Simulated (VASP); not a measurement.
InAgTe2:

```
In Ag Te
1.0
    -3.23360    3.23360    6.31655
     3.23360   -3.23360    6.31655
     3.23360    3.23360   -6.31655
In Ag Te
2 2 4
Cartesian
  0.0000 0.0000 6.3166
  3.2336 0.0000 3.1583
  0.0000 0.0000 0.0000
  0.0000 3.2336 3.1583
  1.6931 1.6168 1.5791
  1.6168 4.7741 -1.5791
  1.5405 1.6168 7.8957
  1.6168 -1.5405 4.7374
```

- Program: VASP 6.6.1
- Task: relaxation of cell and atoms
- Functional: LDA
- Potentials or basis: VASP PAW LDA potentials, release 64 (In_d, Ag, Te)
- Cutoff: 600 eV
- k mesh: 8 × 8 × 8
- Occupations: gaussian, width 0.03 eV
- Spin: no spin polarisation

At the start: pressure -0.8 GPa; volume 33.02 Å³/atom.

Where does the relaxation end?

Over 13 steps the energy falls by 37.7 meV/atom and the volume is 31.91 Å³/atom (-3.4 %); space group I-42d (No. 122, to 0.05 Å).

The path:
| step | energy change (eV) | largest force (eV/Å) | pressure (GPa) | volume (Å³) |
| --- | --- | --- | --- | --- |
| 1 | 0.0000 | 0.9383 | -0.83 | 264.19 |
| 2 | -0.1660 | 0.6964 | -0.02 | 257.68 |
| 3 | -0.2506 | 0.2445 | 1.63 | 248.10 |
| 4 | -0.2828 | 0.2343 | -0.39 | 257.21 |
| 5 | -0.2966 | 0.0755 | 0.28 | 253.88 |
| 6 | -0.3004 | 0.0058 | -0.04 | 255.58 |
| 7 | -0.3004 | 0.0002 | -0.07 | 255.73 |
| 8 | -0.3010 | 0.0160 | 0.00 | 255.37 |
| 9 | -0.3012 | 0.0310 | 0.07 | 255.04 |
| 10 | -0.3016 | 0.0265 | -0.01 | 255.48 |
| 11 | -0.3016 | 0.0253 | -0.04 | 255.60 |
| 12 | -0.3017 | 0.0108 | 0.00 | 255.31 |
| 13 | -0.3017 | 0.0080 | 0.03 | 255.25 |

Final structure:
```xyz
8
Lattice="-3.1760 3.1760 6.3262 3.1760 -3.1760 6.3262 3.1760 3.1760 -6.3262" Properties=species:S:1:pos:R:3 pbc="T T T"
In    0.0000    0.0000    6.3262
In    3.1760    0.0000    3.1631
Ag    0.0000    0.0000    0.0000
Ag    0.0000    3.1760    3.1631
Te    1.5236    1.5880    1.5816
Te   -1.5880    1.6524    4.7447
Te    1.6524    1.5880    7.9078
Te    4.7640    1.5236   -1.5816
```
